Harmonic phonon frequencies of hexagonal diamond (carbon, P6_3/mmc, 4 atoms per cell), computed with ABINIT 10.8.3 using PBE and JTH PAW v2.0 datasets. The cell is used as given, without relaxation, with a plane-wave cutoff of 381 eV and a 10×10×6 k mesh shifted by half a step along c. Phonon q row 1 is the zone centre; the acoustic sum rule is imposed.

| row | phonon q row (row) | phonon frequency (cm⁻¹) |
| --- | --- | --- |
| 1 | 1 | 0.0 |
| 2 | 1 | 0.0 |
| 3 | 1 | 0.0 |
| 4 | 1 | 526.3 |
| 5 | 1 | 526.3 |
| 6 | 1 | 1102.6 |
| 7 | 1 | 1174.2 |
| 8 | 1 | 1174.2 |
| 9 | 1 | 1240.3 |
| 10 | 1 | 1287.0 |
| 11 | 1 | 1287.0 |
| 12 | 1 | 1303.7 |

## Three patterns of motion

The crystal is hexagonal diamond, also called lonsdaleite, and the table lists its vibrations at the zone centre, where every unit cell moves alike. The atoms lie in flat planes stacked along the hexagonal axis c. Two neighbouring planes form a puckered sheet, held together by three oblique bonds per atom. One further bond per atom runs along c and joins each sheet to the next.

With four atoms in the cell there are four planes, and each moves as a rigid unit. Rows 1 to 3 are displacements of the whole crystal, and their frequencies are set to zero by construction. The other modes follow three patterns. In the first, whole sheets move against each other and only the bonds along c are strained. In the second, the two planes of a sheet move against each other while the bonds along c keep their length and direction, so only the oblique bonds are strained. In the third, every plane moves against both of its neighbours and all bonds are strained.

Each pattern occurs once with motion along c and twice with motion sideways, since there are two equivalent sideways directions. This is why the table shows three single frequencies (rows 6, 9 and 12) and three equal pairs. The symmetry of the crystal fixes this division.

## Squares should add

For a harmonic vibration, the square of the frequency measures the energy needed to displace the atoms by a given amount. Take the same displacement $u$ for every atom of mass $M$. The energy per atom is then

$$E = \tfrac12 M\omega^2u^2 ,$$

where $\omega$ is the angular frequency, proportional to the phonon frequency of the table.

The third pattern displaces the ends of each c-axis bond as far as the first pattern does, and those of each oblique bond as far as the second does. If the two kinds of bond store energy independently, the cost of the third pattern is the sum of the other two costs:

$$\omega_{\text{both}}^2=\omega_{\text{c-axis}}^2+\omega_{\text{oblique}}^2 .$$

This rule contains no adjustable number. It can be applied separately to the pairs and to the single modes, with the highest level of each kind taken as the pattern that strains all bonds.

For the sideways pairs the estimate reads, in cm$^{-1}$,

$$\sqrt{526.3^2+1174.2^2}\approx 1287 .$$

The calculation gives 1287.0 for rows 10 and 11, so the rule holds to a small fraction of one per cent. For sideways motion, the two groups of bonds behave like two separate sets of springs.

## The rows that break the rule

The same step for motion along c gives

$$\sqrt{1102.6^2+1240.3^2}\approx 1660 .$$

Row 12 lies at only 1304 cm$^{-1}$, so the estimate is 27% too high. The break belongs to rows 6, 9 and 12 together, because the rule links all three. Choosing another of these rows as the pattern that strains all bonds would make the disagreement larger.

In terms of energy, the joint distortion costs about 38% less than its two parts taken separately. Straining the c-axis bonds while the sheets stay rigid is expensive, and so is straining the sheets while the c-axis bonds stay as they are. When both happen together, each makes the other cheaper. The two groups of springs are coupled, and the coupling is strong.

## Why the joint distortion is cheap

Consider row 12 at the moment when the two planes of each sheet approach each other. The sheets become flatter and their oblique bonds shorter, and at the same time the bonds between the sheets become longer. Each carbon atom moves towards the plane of its three oblique neighbours and away from its fourth neighbour. Taken much further, this motion would lead to flat, separate sheets in which every atom has three neighbours, as in graphite.

Bonding theory explains why these changes suit each other. In diamond-like carbon, an atom uses four equivalent sp$^3$ hybrids. As its surroundings flatten, the three oblique bonds take more s character and tend to become shorter and stronger. The fourth bond is left with more p character and tends to become longer and weaker. A flattening sheet therefore favours a longer c-axis bond, and the third pattern supplies it.

Half a period later everything is reversed. The sheets pucker more strongly, the c-axis bonds shorten, and the hybrids shift the other way. The saving is present in both halves of the vibration, as it must be for a harmonic mode. The numbers establish the size of the saving; that rehybridisation causes it is a chemical argument, which the frequencies agree with but do not single out.

## Why sideways motion escapes

When neighbouring sheets slide sideways, a c-axis bond tilts. Its length does not change to first order, just as a long ladder keeps its length when its top moves slightly to one side. The atom is not drawn towards or away from its fourth neighbour, so the exchange between the c-axis bond and the three oblique ones has nothing to act on. A like exchange of longer against shorter bonds still acts among the oblique bonds, but it does so in rows 7–8 as in rows 10–11 and drops out of the rule. Tilting costs only the energy of bending bond angles, which is why rows 4 and 5 are the softest vibrations in the table.

Some coupling through the angles could still remain, because a tilted c-axis bond shares its angles with the oblique bonds. Symmetry does not require this part to vanish. In Keating's model, a standard description of tetrahedral crystals by bond stretching and bending, it cancels exactly; in other descriptions, such as a term in the angles alone or one that couples an angle to a bond length, it need not. The close agreement for the pairs may therefore reflect a cancellation as well as the absence of stretching. Its last fraction of a per cent carries no meaning, because the cell is strained and the cutoff is low.

## A test with bonds that share an atom

Keating's model also shows how much of the coupling simple springs can supply. Its two constants were set by the two lower pairs, rows 4–5 and 7–8. It then breaks the rule for the single modes in the right direction, but not far enough: rows 6 and 9 both come out about 156 cm$^{-1}$ too low. In squared frequency it supplies about two fifths of the break. That part is expected to come from Keating's bending term, which also responds to bond lengths. A term in the angles alone would not couple the two groups, because moving rigid sheets apart along c changes no angle.

A third constant was therefore added, which couples the stretching of two bonds that meet at the same atom. It was set by row 6, so that row is no test. The model puts row 9 at 1223 cm$^{-1}$, which is 1.4% below the computed value. This agreement says less than it seems to. The third constant raises the squares of rows 6 and 9 by the same amount and leaves row 12 where it was, so the gap between those two squares is still the one that two constants gave. A force between planes two apart that acts on motion along c alone, whether between near atoms or distant ones, would raise both squares equally and pass the same test. A coupling of bonds with a common atom is therefore enough to reproduce most of the break, but row 9 does not show that the coupling is of this kind or this short in range. The printed output below compares both versions row by row.

The test depends on row 6 being the mode that strains only the c-axis bonds. If rows 6 and 9 exchange their roles, the same model misses by about 246 cm$^{-1}$. This favours the assignment used here, although it only repeats the order that two constants already give, and rests on the model and not on the computed atomic motions.

## Reading stiffness from a spectrum

The rule invites a shortcut: subtract two squares and read off the stiffness of one kind of bond. For the pairs this works. For the single modes, removing the oblique part from row 12 leaves

$$\sqrt{1303.7^2-1240.3^2}\approx 402 ,$$

whereas the mode that strains only the c-axis bonds lies at 1103 cm$^{-1}$. The shortcut would make the stiff link between the sheets look soft.

The subtraction is safe only when the energy of one distortion does not depend on the other. It fails when one distortion makes the other cheaper, even if each alone strains only its own group of bonds. In Keating's model the single modes break the rule whenever the bending constant is not zero, so a shortfall along c is to be expected in other elements of this structure too, whether or not they have a graphite-like form. One crystal is not enough to say how large it will be.

One smaller feature remains open. Row 12 lies 17 cm$^{-1}$ above rows 10 and 11, whereas in cubic diamond the corresponding three modes have one common frequency. The cell used here was not relaxed: it is compressed along c and stretched sideways, and in diamond compression along a bond raises the single mode relative to the pair. How much of this gap, and even which level is higher, would survive in a relaxed cell with a higher cutoff?

Printed output of the fit:

```
sideways modes, top level expected if squares add (1/cm): 1287
sideways modes, expected less computed (1/cm): -0.2454
modes along c, top level expected if squares add (1/cm): 1660
modes along c, expected less computed (1/cm): 355.8
modes along c, expected over computed frequency (ratio): 1.273
modes along c, share of the summed squares that is missing (percent): 38.29
top single mode less top pair, strained cell (1/cm): 16.7
bond models, frequencies in 1/cm:
  row  computed  two constants  miss of two  three constants  miss of three
    1         0              0            0                0              0
    2         0              0            0                0              0
    3         0              0            0                0              0
    4     526.3          526.3            0            526.3              0
    5     526.3          526.3            0            526.3              0
    6      1103          946.3       -156.3             1103              0
    7      1174           1174            0             1174              0
    8      1174           1174            0             1174              0
    9      1240           1084         -156             1223         -17.26
   10      1287           1287      -0.2454             1287        -0.2454
   11      1287           1287      -0.2454             1287        -0.2454
   12      1304           1287       -16.95             1287         -16.95
swapped assignment, three constants, prediction for row 6 (1/cm): 1348
swapped assignment, prediction less computed for row 6 (1/cm): 245.9
```
